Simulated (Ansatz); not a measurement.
**ZnS**

**The experiment.** The Crystallography Open Database holds a cell as deposited of cubic ZnS (space group F-43m), temperature not stated (1961): a = 5.409 Å, 19.79 Å³/atom.

From “Electronic, vibrational, and thermodynamic properties of ZnS (zincblende and rocksalt structure)”, 2009, arxiv:0911.5022, for a bulk crystal of ZnS: bulk modulus 76.9 GPa.

Level of theory: DFT, PBE, scalar-relativistic, no spin polarisation; plane waves to 420 eV with PAW datasets (Ansatz 0.2.0), 12×12×12 k-mesh, Gaussian smearing of 0.05 eV. The datasets are Ansatz's generated set soft_2.

```cif
data_structure
_symmetry_space_group_name_H-M 'F-43m'
_symmetry_Int_Tables_number 216
_cell_length_a 5.4436
_cell_length_b 5.4436
_cell_length_c 5.4436
_cell_angle_alpha 90.000
_cell_angle_beta 90.000
_cell_angle_gamma 90.000
_cell_volume 161.31
loop_
_atom_site_label
_atom_site_type_symbol
_atom_site_symmetry_multiplicity
_atom_site_Wyckoff_symbol
_atom_site_fract_x
_atom_site_fract_y
_atom_site_fract_z
_atom_site_occupancy
Zn1 Zn 4 a 0.00000 0.00000 0.00000 1
S1 S 4 c 0.25000 0.25000 0.25000 1
```

The chain of runs began from a cell as deposited in COD, expanded in volume.

The cell above was scaled in volume, its shape and atoms being fixed by the lattice's symmetry. Energies are counted from the cell above.

The cell is relaxed to zero pressure at this level.

```csv
V (Å³/atom),ΔE (meV/atom),P (GPa),gap on the mesh (eV)
19.36,7.5,3.1,2.19
19.76,1.8,1.5,2.10
20.16,0.0,0.0,2.01
20.57,1.7,-1.3,1.93
20.97,6.5,-2.5,1.85
```

Q: What do the points give for the equilibrium volume, the bulk modulus and its pressure derivative (third-order Birch–Murnaghan)?

A: V0 = 20.16 Å³/atom, B0 = 70 GPa, B0′ = 4.4.

B0·V0 = 69.5 GPa × 20.16 Å³ = 8.75 eV/atom sets the scale: near the minimum ΔE ≈ ½ B0 V0 x², with x = V/V0 − 1, and a pressure of 0.7 GPa squeezes the volume by about 1 %. At the ends of the curve: x = −4.0 % predicts 7.0 meV/atom and the run gives 7.5; x = +4.0 % predicts 7.0 meV/atom and the run gives 6.5. Compression costs more and expansion less than the parabola says, since the crystal stiffens as it shrinks; B0′ measures that.

**Against experiment.** PBE gives 5.444 Å and 20.16 Å³/atom, +1.9 % in volume (+0.6 % in length) from the database's cell. PBE usually overestimates volumes by a few per cent. The static lattice also lacks zero-point motion and thermal expansion, roughly 0.9 to 2.2 % in volume at 300 K (room temperature assumed) by Grüneisen's rule, γ·3k_BT/(B0·V0) with γ of 1 to 2.5, so its own overestimate is larger than the figure. A measured bulk modulus of ZnS is 76.9 GPa (quoted in “Electronic, vibrational, and thermodynamic properties of ZnS (zincblende and rocksalt structure)”, 2009, arxiv:0911.5022); the calculated 70 GPa misses it by -9.6 %. Bulk moduli follow the volume steeply: with B0′ near 4, a cell 1 % too large is about 4 % too soft, and one too small too stiff.

Semilocal functionals underestimate band gaps, commonly by a third or more.
